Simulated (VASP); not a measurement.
Write the native input for VASP 6.6.1 that does the following.

| Property | Result |
| --- | --- |
| Task | single point |
| Functional | PBE |
| Potentials or basis | VASP PAW PBE potentials, release 64 (B, N) |
| Cutoff | 520 eV |
| k mesh | 12 × 12 × 4 |
| Occupations | gaussian, width 0.02 eV |
| Spin | no spin polarisation |
| Dipole correction | no |
| Further INCAR settings | ALGO = Normal; EDIFF = 1e-06; NBANDS = 16 |

The structure of BN lies in POSCAR:

```
BN
1.0
    2.5121811542      0.0000000000      0.0000000000
   -1.2560905771      2.1756126984      0.0000000000
    0.0000000000      0.0000000000      8.3431560662
B N
2 2
Direct
    0.3333333333      0.6666666667      0.2500000000
    0.6666666667      0.3333333333      0.7500000000
    0.3333333333      0.6666666667      0.7500000000
    0.6666666667      0.3333333333      0.2500000000
```

The cell is a database's computed one.

The input as run:

INCAR

```
SYSTEM = BN
PREC     = Accurate       ! precision mode
ENCUT    = 520            ! plane-wave cutoff, eV
EDIFF    = 1E-6           ! SCF threshold, eV
ISMEAR   = 0              ! smearing method
SIGMA    = 0.02           ! smearing width, eV
LREAL    = .False.        ! projectors in reciprocal space
LASPH    = .True.         ! aspherical terms in the spheres
NELM     = 100            ! most SCF steps
ALGO     = Normal         ! electronic algorithm
ISIF     = 2              ! what is computed and relaxed
LWAVE    = .False.        ! write WAVECAR
LCHARG   = .True.         ! write CHGCAR
GGA      = PE             ! functional
LELF     = .True.         ! ELF
LVHAR    = .True.       
NBANDS   = 16             ! bands
```

KPOINTS

```
regular mesh
0
Gamma
  12 12 4
  0 0 0
```

Potentials or basis: VASP PAW PBE potentials, release 64 (B, N).

Command:

```console
$ cat potpaw_PBE.64/B/POTCAR potpaw_PBE.64/N/POTCAR > POTCAR
$ mpirun -np 1 vasp_std > vasp.out
```

It gave:

```yaml
Pressure: 0.1 GPa
Band_gap_on_the_k_mesh: 4.40 eV, indirect (least direct gap 4.66 eV)
```

Caveat: this functional lacks dispersion, which binds the layers, so the pressure and a relaxed spacing across them are unreliable.

Run time: 22 s on 1 thread of AMD EPYC 9R45 96-Core Processor (Zen 5), on a shared host, peak memory 0.14 GiB.
